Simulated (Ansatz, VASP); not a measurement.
**Cross-check of AlIn3As4 (random alloy of the zinc-blende AlAs-InAs line, x = 0.75) between VASP and Ansatz**

Aim: how closely do two programs agree when they are given the same cell, functional and k mesh? Of the first pair: The structure shown is the start of the Ansatz relaxation below; VASP solves that cell, so the two are compared at the walk's first step.

Calculated with Ansatz 0.2.0; plane waves, with VASP 6.6.1 beside it; PBE.

## (1) The structure

The cell holds 64 atoms: 8 Al, 32 As and 24 In. Its edges and angles: a = 12.150 Å, b = 12.150 Å, c = 12.150 Å, α = 90.0°, β = 90.0°, γ = 90.0°. It derives from AlAs (zinc-blende AlAs-InAs), repeated 2×2×2. Zinc-blende AlAs-InAs: 64 atoms, 24 of 32 Al sites given to In at random, cell and internal coordinates interpolated linearly between the end members (Vegard's rule); (so at first; earlier steps may have moved the atoms), displaced by a Gaussian of 0.02 A. Lattice constants are starting values near those of PBE.

## (2) Ansatz: relaxation, PBE

Ansatz runs on its default PAW (the set named soft_2) files.

The two programs are compared at the cell with which this relaxation starts, whose forces are those of its first step.

File input.yaml:

```yaml
crystal:
  lattice:
    - [12.15, 0.0, 0.0]
    - [0.0, 12.15, 0.0]
    - [0.0, 0.0, 12.15]
  atoms:
    - { symbol: Al, position: [0.00267, 0.99899, 0.99913] }
    - { symbol: As, position: [0.12323, 0.12642, 0.12121] }
    - { symbol: In, position: [0.00287, 0.24875, 0.25053] }
    - { symbol: As, position: [0.12459, 0.37741, 0.37161] }
    - { symbol: In, position: [0.24947, 0.99937, 0.25187] }
    - { symbol: As, position: [0.37319, 0.12472, 0.37355] }
    - { symbol: Al, position: [0.25007, 0.25096, 0.99819] }
    - { symbol: As, position: [0.37688, 0.37648, 0.12583] }
    - { symbol: Al, position: [0.00148, 0.99887, 0.4998] }
    - { symbol: As, position: [0.12346, 0.12456, 0.62587] }
    - { symbol: In, position: [0.99886, 0.24935, 0.74887] }
    - { symbol: As, position: [0.12361, 0.3739, 0.87498] }
    - { symbol: Al, position: [0.24816, 0.00039, 0.75273] }
    - { symbol: As, position: [0.37622, 0.12468, 0.87354] }
    - { symbol: In, position: [0.24877, 0.25279, 0.50008] }
    - { symbol: As, position: [0.37395, 0.37531, 0.62846] }
    - { symbol: In, position: [0.0002, 0.50102, 0.00049] }
    - { symbol: As, position: [0.12442, 0.62312, 0.12442] }
    - { symbol: Al, position: [0.99966, 0.75097, 0.25138] }
    - { symbol: As, position: [0.12653, 0.87547, 0.37646] }
    - { symbol: In, position: [0.24876, 0.50206, 0.25084] }
    - { symbol: As, position: [0.37451, 0.6258, 0.37488] }
    - { symbol: In, position: [0.25186, 0.7525, 0.0036] }
    - { symbol: As, position: [0.3727, 0.87262, 0.12417] }
    - { symbol: In, position: [0.00026, 0.50144, 0.50052] }
    - { symbol: As, position: [0.12167, 0.6245, 0.62636] }
    - { symbol: In, position: [0.00038, 0.75125, 0.74963] }
    - { symbol: As, position: [0.12467, 0.87531, 0.87567] }
    - { symbol: Al, position: [0.25033, 0.5002, 0.7489] }
    - { symbol: As, position: [0.37562, 0.6252, 0.87686] }
    - { symbol: In, position: [0.25197, 0.7503, 0.49938] }
    - { symbol: As, position: [0.37395, 0.8757, 0.62513] }
    - { symbol: In, position: [0.49943, 7.0e-05, 0.99898] }
    - { symbol: As, position: [0.62615, 0.12426, 0.12702] }
    - { symbol: In, position: [0.50066, 0.25098, 0.2482] }
    - { symbol: As, position: [0.62528, 0.37622, 0.37343] }
    - { symbol: In, position: [0.74956, 5.0e-05, 0.24774] }
    - { symbol: As, position: [0.87552, 0.12639, 0.37359] }
    - { symbol: In, position: [0.75058, 0.24784, 0.99994] }
    - { symbol: As, position: [0.87234, 0.37685, 0.12567] }
    - { symbol: In, position: [0.49996, 0.99872, 0.5021] }
    - { symbol: As, position: [0.62824, 0.12194, 0.62703] }
    - { symbol: In, position: [0.50268, 0.25056, 0.74803] }
    - { symbol: As, position: [0.62642, 0.3747, 0.87401] }
    - { symbol: In, position: [0.74798, 0.00091, 0.75131] }
    - { symbol: As, position: [0.87397, 0.12586, 0.87312] }
    - { symbol: In, position: [0.75132, 0.25008, 0.49969] }
    - { symbol: As, position: [0.87483, 0.37643, 0.62624] }
    - { symbol: Al, position: [0.50087, 0.50023, 0.00013] }
    - { symbol: As, position: [0.62602, 0.62538, 0.12612] }
    - { symbol: Al, position: [0.49949, 0.74599, 0.25171] }
    - { symbol: As, position: [0.6286, 0.87573, 0.37484] }
    - { symbol: In, position: [0.74978, 0.4998, 0.25003] }
    - { symbol: As, position: [0.87315, 0.62415, 0.37336] }
    - { symbol: In, position: [0.75041, 0.74951, 0.00082] }
    - { symbol: As, position: [0.87471, 0.87662, 0.12535] }
    - { symbol: In, position: [0.50361, 0.49688, 0.49894] }
    - { symbol: As, position: [0.62648, 0.62916, 0.62459] }
    - { symbol: In, position: [0.50007, 0.74963, 0.75219] }
    - { symbol: As, position: [0.62453, 0.87612, 0.87447] }
    - { symbol: In, position: [0.74791, 0.50052, 0.75083] }
    - { symbol: As, position: [0.87713, 0.62482, 0.87398] }
    - { symbol: In, position: [0.75093, 0.7504, 0.50046] }
    - { symbol: As, position: [0.87488, 0.87691, 0.62561] }
kpoints:
  mp_grid: { grid: [1, 1, 1] }
hamiltonian:
  xc: pbe
scf:
  occupations: { method: fermi_dirac, width: 0.025 }
output:
  forces: true
relax:
  f_tol: 0.04
  max_steps: 150
  cell: {}
```

Command:

```console
$ ansatz run input.yaml --threads 4 --pin off --max-ram 8192MiB --backend cpu --events-out ev --progress --plain --runs-dir out
```

Numbers of over 12 decimals in the logs are rounded to 6 here.

What it wrote:

```text
Engine: ansatz 0.2.0, x86_64-unknown-linux-gnu
Pseudopotentials: kind: paw
Pseudopotential: Al, paw, valence charge 3, recommended cutoff 420 eV (normal), Al.paw.azcp
Pseudopotential: As, paw, valence charge 15, recommended cutoff 420 eV (normal), As.paw.azcp
Pseudopotential: In, paw, valence charge 13, recommended cutoff 420 eV (normal), In.paw.azcp
Functional definition: PBE
  parameter kappa = 0.804
  parameter beta = 0.066725
  exchange = pbe_x(kappa = kappa, mu = beta*pi^2/3)
  correlation = pbe_c(beta = beta)
Crystal: 64 atoms, lattice volume = 1793.613 Å³
Basis set: ecut = 420 eV, 35033 PW (Γ), exchange–correlation on 180×180×180 points (8 copies of the dense FFT grid, shifted against one another)
Bands: 490, of which v1, the nominal top of the filled ones, is band 408 counted from 1 (407 counted from 0)
Symmetry: 1 space group operations
Space group: P1 (ITA 1), of the structure as read, at distance tolerance 1.2e-4 Å
k-points: 1
Non-local potential: Al, projectors of the file, l = 0: 2, l = 1: 2, l = 2: 1
Non-local potential: As, projectors of the file, l = 0: 2, l = 1: 2, l = 2: 3, l = 3: 1
Non-local potential: In, projectors of the file, l = 0: 2, l = 1: 2, l = 2: 2, l = 3: 2
PAW form: soft (Blöchl's): semilocal exchange-correlation on the pseudo side does not see the compensation charge
PAW one-centre angular grid: Al, 110 points (default); XC on 64 Gauss nodes
PAW one-centre angular grid: As, 590 points (default); XC on 64 Gauss nodes
PAW one-centre angular grid: In, 590 points (default); XC on 64 Gauss nodes
Initial density: superposition of atomic densities (neutral atoms: chi_scale 0, normalization atom), corrected by the library's trained network
Initial wavefunctions: pseudopotential atomic-orbital guess
Functional: x = pbe(κ = 0.804, μ = 0.219515), c = pbe(β = 0.066725)
SCF iter   1: F=—  HF=-294056.570472 eV  |F-HF|=—  |Δ(HF+E_count)|=         —  Δρ=1.50e-3  dr2=9.54e-2  ethr=1.77e-3  ⟨swp⟩=6.0  Hψ=1890  notcnv=0  defer=20
preconditioner: auto → LDOS  [insulator: Δε(μ)=0.975 eV  Ē_g=12.919 eV  σ=0.025 eV  W_gap=0.50  n_scr=436 (ndim 8)  ℏωp=19.5 eV  f_vac=0.093  D(μ)=50.35/eV (n_scr^D=340)  ε∞_Penn≈3.3  β→1.0]
SCF iter   2: F=—  HF=-294056.536854 eV  |F-HF|=—  |Δ(HF+E_count)|=   3.36e-2  Δρ=5.65e-4  dr2=8.52e-3  ethr=1.17e-5  ⟨swp⟩=2.0  Hψ=817  notcnv=0  defer=77
SCF iter   3: F=—  HF=-294056.538661 eV  |F-HF|=—  |Δ(HF+E_count)|=   1.81e-3  Δρ=3.67e-4  dr2=5.48e-3  ethr=1.04e-6  ⟨swp⟩=2.0  Hψ=822  notcnv=0  defer=77
SCF iter   4: F=—  HF=-294056.536835 eV  |F-HF|=—  |Δ(HF+E_count)|=   1.83e-3  Δρ=1.35e-4  dr2=1.54e-3  ethr=6.72e-7  ⟨swp⟩=2.0  Hψ=822  notcnv=0  defer=77
SCF iter   5: F=—  HF=-294056.536666 eV  |F-HF|=—  |Δ(HF+E_count)|=   1.69e-4  Δρ=7.09e-5  dr2=4.35e-4  ethr=1.89e-7  ⟨swp⟩=2.0  Hψ=531  notcnv=0  defer=77
SCF iter   6: F=—  HF=-294056.536635 eV  |F-HF|=—  |Δ(HF+E_count)|=   3.06e-5  Δρ=4.88e-5  dr2=1.19e-4  ethr=5.33e-8  ⟨swp⟩=2.0  Hψ=788  notcnv=0  defer=77
SCF iter   7: F=—  HF=-294056.536623 eV  |F-HF|=—  |Δ(HF+E_count)|=   1.25e-5  Δρ=1.46e-5  dr2=9.74e-6  ethr=1.46e-8  ⟨swp⟩=2.0  Hψ=817  notcnv=0  defer=77
SCF iter   8: F=—  HF=-294056.538227 eV  |F-HF|=—  |Δ(HF+E_count)|=   1.60e-3  Δρ=5.10e-6  dr2=2.41e-6  ethr=1.19e-9  ⟨swp⟩=2.0  Hψ=822  notcnv=0  defer=77
SCF iter   9: F=—  HF=-294056.538227 eV  |F-HF|=—  |Δ(HF+E_count)|=   1.84e-7  Δρ=2.81e-6  dr2=1.08e-6  ethr=2.95e-10  ⟨swp⟩=2.0  Hψ=822  notcnv=0  defer=77
SCF iter  10: F=—  HF=-294056.538227 eV  |F-HF|=—  |Δ(HF+E_count)|=   1.39e-7  Δρ=1.85e-6  dr2=3.67e-7  ethr=1.32e-10  ⟨swp⟩=2.0  Hψ=478  notcnv=0  defer=77
SCF iter  11: F=-294056.538227 eV  HF=-294056.538227 eV  |F-HF|=4.87e-8  |Δ(HF+E_count)|=   5.19e-8  Δρ=9.66e-7  dr2=5.71e-8  ethr=1.23e-11  ⟨swp⟩=2.0  Hψ=1317  notcnv=0
SCF 1 converged in 11 iterations: F = -294056.538227 eV  dr2 = 5.71e-8
  greatest PAW one-centre occupation: 0.999 electrons in one spin orbital (limit 2), on the As atom at site 3 (counted from 0), in its partial waves of l = 2
relax step   1: F+E_penalty+E_count = -294056.53822672 eV  Δ(F+E_penalty+E_count) = +0.000e0 eV  max|allowed force component| = 1.365e0 eV/Å  Δτ_max = 0.0000 Å  P = +1.221 GPa  Ω = 1793.613 Å³  (11 SCF iters, dr2 threshold 1.00e-7 eV, accepted)
Crystal: 64 atoms, lattice volume = 1840.269 Å³
Basis set: ecut = 420 eV, 35973 PW (Γ), exchange–correlation on 180×180×180 points (8 copies of the dense FFT grid, shifted against one another)
Initial density: handed on by an earlier stage of this run
Initial wavefunctions: those handed on with the density
iter 1 solved again at ethr=9.24e-5 eV; its pass at ethr=3.10e-3 eV (dr2=7.54e-1 eV) is discarded
SCF iter   1: F=—  HF=-294059.067350 eV  |F-HF|=—  |Δ(HF+E_count)|=         —  Δρ=6.69e-3  dr2=7.60e-1  ethr=9.24e-5  ⟨swp⟩=7.0  Hψ=2307  notcnv=0
[...]
atom  12  As    -0.00024427    -0.00036521    -0.00094557
  atom  13  Al    -0.00474934    -0.00032997    -0.00237670
  atom  14  As     0.00245482    -0.00236251     0.00110230
  atom  15  In    -0.00354329     0.00112190    -0.00224164
  atom  16  As     0.00608076     0.00094706     0.00066916
  atom  17  In    -0.00275668     0.00006465    -0.00283569
  atom  18  As     0.00311294     0.00203296     0.00346270
  atom  19  Al    -0.00204052    -0.00096513    -0.00351236
  atom  20  As     0.00243457     0.00010907     0.00047495
  atom  21  In    -0.00309783     0.00043090     0.00141200
  atom  22  As     0.00170515     0.00093147     0.00293268
  atom  23  In    -0.00123382    -0.00011172     0.00093329
  atom  24  As     0.00432070     0.00109135     0.00107537
  atom  25  In    -0.00369728     0.00163920    -0.00264822
  atom  26  As     0.00274839    -0.00375743     0.00158639
  atom  27  In    -0.00356471     0.00077306    -0.00038125
  atom  28  As     0.00346571     0.00062670     0.00136182
  atom  29  Al    -0.00605979     0.00208260    -0.00250615
  atom  30  As     0.00167094     0.00234972     0.00020604
  atom  31  In     0.00056484    -0.00116379     0.00134088
  atom  32  As     0.00220167    -0.00132575     0.00128531
  atom  33  In    -0.00364832    -0.00024348    -0.00206261
  atom  34  As     0.00614903     0.00098357     0.00260727
  atom  35  In    -0.00650512    -0.00116887    -0.00216171
[...]
atom  57  In    -0.00535957     0.00017159     0.00102132
  atom  58  As     0.00743513    -0.00019126     0.00290825
  atom  59  In    -0.00548553    -0.00148126     0.00080401
  atom  60  As     0.00441843    -0.00062460     0.00127491
  atom  61  In    -0.00412035     0.00243480    -0.00342026
  atom  62  As     0.00562726     0.00018874    -0.00061380
  atom  63  In    -0.00438162     0.00057932    -0.00052713
  atom  64  As     0.00358767    -0.00159738     0.00234106
  max |Σ_I F_I| component: 4.85e-7 eV/Å
--- Stress (GPa, compression-positive) ---
        0.000630      -0.004572      -0.002333
       -0.004573      -0.003644      -0.007048
       -0.002333      -0.007048       0.000684
  P = ⅓ Tr σ = -0.0008 GPa (-0.008 kbar)
--- Relaxed structure (7 steps of the walk, 6 accepted, 1 SCFs on fresh bases) ---
  F+E_penalty+E_count = -294059.10434405 eV   max|allowed force component| = 7.570e-3 eV/Å   (the final SCF, on the basis selected at the relaxed cell)
  cell:  # Å, volume = 1815.3648 Å³
    - [12.220729, -0.053846, -0.051555]
    - [-0.053846, 12.185971, -0.056416]
    - [-0.051555, -0.056416, 12.190801]
  atoms:
    - { symbol: Al, position: [0.00484775, 0.999763, 0.999330] }
    - { symbol: As, position: [0.128066, 0.126499, 0.110686] }
    - { symbol: In, position: [0.00264455, 0.244873, 0.247346] }
    - { symbol: As, position: [0.128559, 0.375571, 0.374464] }
    - { symbol: In, position: [0.245150, 0.998047, 0.247349] }
    - { symbol: As, position: [0.374147, 0.126657, 0.374396] }
    - { symbol: Al, position: [0.248882, 0.248955, 0.994234] }
    - { symbol: As, position: [0.372178, 0.373723, 0.110134] }
    - { symbol: Al, position: [0.00153229, 0.996192, 0.498583] }
    - { symbol: As, position: [0.124939, 0.109780, 0.624048] }
    - { symbol: In, position: [1.006213, 0.244669, 0.751597] }
    - { symbol: As, position: [0.138797, 0.375257, 0.875591] }
    - { symbol: Al, position: [0.244443, 0.000819024, 0.751291] }
    - { symbol: As, position: [0.360340, 0.123928, 0.874985] }
    - { symbol: In, position: [0.247257, 0.246831, 0.503803] }
    - { symbol: As, position: [0.368441, 0.383238, 0.631441] }
    - { symbol: In, position: [0.00467441, 0.499573, -0.000922867] }
    - { symbol: As, position: [0.119903, 0.634955, 0.132488] }
    - { symbol: Al, position: [0.999792, 0.754246, 0.248220] }
    - { symbol: As, position: [0.113268, 0.875047, 0.375039] }
    - { symbol: In, position: [0.251930, 0.501619, 0.244854] }
    - { symbol: As, position: [0.380523, 0.634397, 0.369592] }
    - { symbol: In, position: [0.249382, 0.750306, -0.000393118] }
    - { symbol: As, position: [0.380967, 0.869424, 0.132817] }
    - { symbol: In, position: [0.00227769, 0.502383, 0.499354] }
    - { symbol: As, position: [0.134953, 0.619274, 0.634910] }
    - { symbol: In, position: [0.00443784, 0.753308, 0.749744] }
    - { symbol: As, position: [0.127917, 0.888077, 0.877404] }
    - { symbol: Al, position: [0.251084, 0.497298, 0.753696] }
    - { symbol: As, position: [0.372861, 0.613463, 0.877044] }
    - { symbol: In, position: [0.247431, 0.752028, 0.500164] }
    - { symbol: As, position: [0.366875, 0.882829, 0.635338] }
    - { symbol: In, position: [0.494484, -9.464152000163498e-5, 0.999224] }
    - { symbol: As, position: [0.627353, 0.124005, 0.126812] }
    - { symbol: In, position: [0.496806, 0.252349, 0.244940] }
    - { symbol: As, position: [0.626345, 0.376243, 0.376416] }
    - { symbol: In, position: [0.754848, -0.00525016, 0.249246] }
    - { symbol: As, position: [0.884424, 0.118082, 0.382446] }
    - { symbol: In, position: [0.749761, 0.249534, 0.999433] }
    - { symbol: As, position: [0.877144, 0.377027, 0.127060] }
    - { symbol: In, position: [0.496908, 0.997132, 0.499738] }
    - { symbol: As, position: [0.623518, 0.127047, 0.628703] }
    - { symbol: In, position: [0.492614, 0.251588, 0.754262] }
    - { symbol: As, position: [0.618152, 0.382003, 0.884417] }
    - { symbol: In, position: [0.753928, -9.449839256666075e-5, 0.749404] }
    - { symbol: As, position: [0.883867, 0.119790, 0.884251] }
    - { symbol: In, position: [0.752011, 0.247097, 0.500086] }
    - { symbol: As, position: [0.878619, 0.375245, 0.628883] }
    - { symbol: Al, position: [0.493257, 0.498625, -0.000929351] }
    - { symbol: As, position: [0.608939, 0.624471, 0.122610] }
    - { symbol: Al, position: [0.498499, 0.746990, 0.246414] }
    - { symbol: As, position: [0.617915, 0.868501, 0.366732] }
    - { symbol: In, position: [0.746230, 0.504775, 0.246747] }
    - { symbol: As, position: [0.883577, 0.633271, 0.366847] }
    - { symbol: In, position: [0.748826, 0.749787, 0.00424091] }
    - { symbol: As, position: [0.891330, 0.876407, 0.123213] }
    - { symbol: In, position: [0.496942, 0.502439, 0.499366] }
    - { symbol: As, position: [0.627396, 0.629448, 0.625478] }
    - { symbol: In, position: [0.494324, 0.748086, 0.752335] }
    - { symbol: As, position: [0.626054, 0.876537, 0.876169] }
    - { symbol: In, position: [0.747298, 0.499262, 0.752256] }
    - { symbol: As, position: [0.877590, 0.627815, 0.876565] }
    - { symbol: In, position: [0.751649, 0.751986, 0.494020] }
    - { symbol: As, position: [0.883142, 0.880989, 0.618460] }
```

(Continued in part 2 of 2.)

[Lines on the potential files, build, host, timing and source positions are cut from VASP's logs without a mark.]

[Logs are printed without paths, hosts, clocks, repeated set-up lines and the standing remarks that a program may print on its own settings, such as how far it seeks lower states.]

[Hosts, paths, dates, database ids (printed as entryN), source tags and the programs' standing remarks are cut or masked in the printed files.]
